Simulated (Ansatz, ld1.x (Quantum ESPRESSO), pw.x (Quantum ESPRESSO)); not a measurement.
What a changed setting does to a pw.x run (bcc Cl)

Potential: norm-conserving Troullier–Martins (Kleinman–Bylander form), ld1.x (Quantum ESPRESSO) 7.5, PBE; core [Ne], reference 3s2 3p5; waves: 3p (bound): rc 1.45 bohr; 3d channel at 0.05 Ry: rc 1.06 bohr; 3s (bound): rc 1.30 bohr; local part: the s channel; core correction: a·sin(br)/r model core, default radius (core density twice the valence density).

The reference run (k-mesh 13³, cutoffs 100/400 Ry, Fermi–Dirac 0.01 Ry, mixing_beta 0.4, conv_thr 1e-9, no spin) gives -0.14 GPa at 21.926 Å³/atom, where all-electron LAPW gives -0.18 GPa. This run, with its own iteration cap, changes nspin = 2 with starting_magnetization to 0.2.

```
&control
  calculation='scf', prefix='x', pseudo_dir='./', outdir='./tmp', tstress=.true., disk_io='none'
/
&system
  ibrav=0, nat=1, ntyp=1, ecutwfc=100, ecutrho=400, nbnd=11,
  occupations='smearing', smearing='fd', degauss=0.01, nspin=2, starting_magnetization(1)=0.2
/
&electrons
  conv_thr=1e-09, mixing_beta=0.4, electron_maxstep=50
/
ATOMIC_SPECIES
Cl 1.0 Cl.UPF
CELL_PARAMETERS angstrom
  -1.76319281 1.76319281 1.76319281
  1.76319281 -1.76319281 1.76319281
  1.76319281 1.76319281 -1.76319281
ATOMIC_POSITIONS crystal
Cl 0.0000 0.0000 0.0000
K_POINTS automatic
13 13 13 0 0 0
```

```bash
pw.x < Cl.scf.in > Cl.scf.out
```

**Question.** How does the run end?

**Answer.** It converges in 15 iterations; the free energy moves by -1.1 meV/atom and the pressure by +0.45 GPa.

```
Message from routine setup:
     using ibrav=0 with symmetry is DISCOURAGED, use correct ibrav instead
     lattice parameter (alat)  =       5.7711  a.u.
     unit-cell volume          =     147.9640 (a.u.)^3
     number of electrons       =         7.00
     number of Kohn-Sham states=           11
     kinetic-energy cutoff     =     100.0000  Ry
     charge density cutoff     =     400.0000  Ry
     scf convergence threshold =      1.0E-09
     Exchange-correlation= PBE
     atomic species   magnetization
     number of k points=    84  Fermi-Dirac smearing, width (Ry)=  0.0100
     iteration #  1     ecut=   100.00 Ry     beta= 0.40
     total energy              =     -33.60945441 Ry
     estimated scf accuracy    <       0.00068183 Ry
     total magnetization       =     0.97 Bohr mag/cell
     absolute magnetization    =     0.97 Bohr mag/cell
     iteration #  2     ecut=   100.00 Ry     beta= 0.40
     total energy              =     -33.61081101 Ry
     estimated scf accuracy    <       0.00033313 Ry
     total magnetization       =     0.93 Bohr mag/cell
     absolute magnetization    =     0.93 Bohr mag/cell
     iteration #  3     ecut=   100.00 Ry     beta= 0.40
     total energy              =     -33.61101343 Ry
     estimated scf accuracy    <       0.00004704 Ry
     total magnetization       =     0.78 Bohr mag/cell
     absolute magnetization    =     0.79 Bohr mag/cell
     iteration #  4     ecut=   100.00 Ry     beta= 0.40
     total energy              =     -33.61144814 Ry
     estimated scf accuracy    <       0.00010317 Ry
     total magnetization       =     0.85 Bohr mag/cell
     absolute magnetization    =     0.85 Bohr mag/cell
     iteration #  5     ecut=   100.00 Ry     beta= 0.40
     total energy              =     -33.61153979 Ry
     estimated scf accuracy    <       0.00004604 Ry
     total magnetization       =     0.79 Bohr mag/cell
     absolute magnetization    =     0.79 Bohr mag/cell
     iteration #  6     ecut=   100.00 Ry     beta= 0.40
     total energy              =     -33.61197236 Ry
     estimated scf accuracy    <       0.00000941 Ry
     total magnetization       =     0.67 Bohr mag/cell
     absolute magnetization    =     0.67 Bohr mag/cell
     [... 3 iterations left out ...]
     iteration # 10     ecut=   100.00 Ry     beta= 0.40
     total energy              =     -33.61200986 Ry
     estimated scf accuracy    <       0.00000042 Ry
     total magnetization       =     0.51 Bohr mag/cell
     absolute magnetization    =     0.51 Bohr mag/cell
     iteration # 11     ecut=   100.00 Ry     beta= 0.40
     total energy              =     -33.61208320 Ry
     estimated scf accuracy    <       0.00000002 Ry
     total magnetization       =     0.45 Bohr mag/cell
     absolute magnetization    =     0.45 Bohr mag/cell
     iteration # 12     ecut=   100.00 Ry     beta= 0.40
     total energy              =     -33.61210862 Ry
     estimated scf accuracy    <       0.00000012 Ry
     total magnetization       =     0.48 Bohr mag/cell
     absolute magnetization    =     0.48 Bohr mag/cell
     iteration # 13     ecut=   100.00 Ry     beta= 0.40
     total energy              =     -33.61206433 Ry
     estimated scf accuracy    <       0.00000017 Ry
     total magnetization       =     0.49 Bohr mag/cell
     absolute magnetization    =     0.49 Bohr mag/cell
     iteration # 14     ecut=   100.00 Ry     beta= 0.40
     total energy              =     -33.61211391 Ry
     estimated scf accuracy    <          1.3E-09 Ry
     total magnetization       =     0.44 Bohr mag/cell
     absolute magnetization    =     0.44 Bohr mag/cell
     iteration # 15     ecut=   100.00 Ry     beta= 0.40
     the Fermi energy is     2.8627 ev
!    total energy              =     -33.61211543 Ry
     estimated scf accuracy    <          5.0E-10 Ry
     smearing contrib. (-TS)   =      -0.00759471 Ry
     The total energy is F=E-TS. E is the sum of the following terms:
     one-electron contribution =      -0.73546189 Ry
     hartree contribution      =       3.60898149 Ry
     xc contribution           =      -9.71858146 Ry
     ewald contribution        =     -26.75945886 Ry
     total magnetization       =     0.43 Bohr mag/cell
     absolute magnetization    =     0.43 Bohr mag/cell
     convergence has been achieved in  15 iterations
          total   stress  (Ry/bohr**3)                   (kbar)     P=        3.16
     Message from routine punch:
     Nothing written, as per user request (disk_io='none')
```

The run took about 1.9 min on one core of a shared host (Neoverse-V1, 64 threads, 495 GiB, load 21).
